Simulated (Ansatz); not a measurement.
Crystal: Pb.

```
Pb
1.0
     0.00000    2.47502    2.47502
     2.47502    0.00000    2.47502
     2.47502    2.47502    0.00000
Pb
1
Cartesian
  0.0000 0.0000 0.0000
```

| Property | Result |
| --- | --- |
| Program | Ansatz 0.2.0 |
| Task | relaxation of cell and atoms |
| Functional | BLYP |
| Potentials or basis | Ansatz PAW |
| Cutoff | 420 eV (not typed: the program's choice for these potentials) |
| k mesh | 9 × 9 × 9 |
| Occupations | fermi-dirac, width 0.05 eV |
| Spin | no spin polarisation |

At the start: volume 30.32 Å³/atom.

**Question.** Where does the relaxation end?

**Answer.** It ends after 3 steps and the volume is 34.57 Å³/atom (+14.0 %); space group Fm-3m (No. 225, to 0.05 Å).

The path:
| step | energy change (eV) | largest force (eV/Å) | volume (Å³) |
| --- | --- | --- | --- |
| 1 | 0.0000 | 0.0000 | 30.32 |
| 2 | -0.0685 | 0.0000 | 34.57 |
| 3 | -0.0691 | 0.0000 | 34.57 |

Final structure:
```
CELL_PARAMETERS angstrom
0.00000 2.58547 2.58547
2.58547 0.00000 2.58547
2.58547 2.58547 0.00000
ATOMIC_POSITIONS crystal
Pb 0.00000 0.00000 0.00000
```

The cell as given is a measured one (30.32 Å³/atom); BLYP puts the equilibrium volume +14.0 % from it, thermal expansion not counted.

Caveat: the plane-wave basis is chosen anew once the cell has moved, so the energies of steps on either side of that aren't comparable; the volume moved by +14 % from the deposited cell, more than functionals usually miss; the PAW data sets come from PBE, with cores solved anew for the run's functional, which leaves a small shift of forces and pressure.
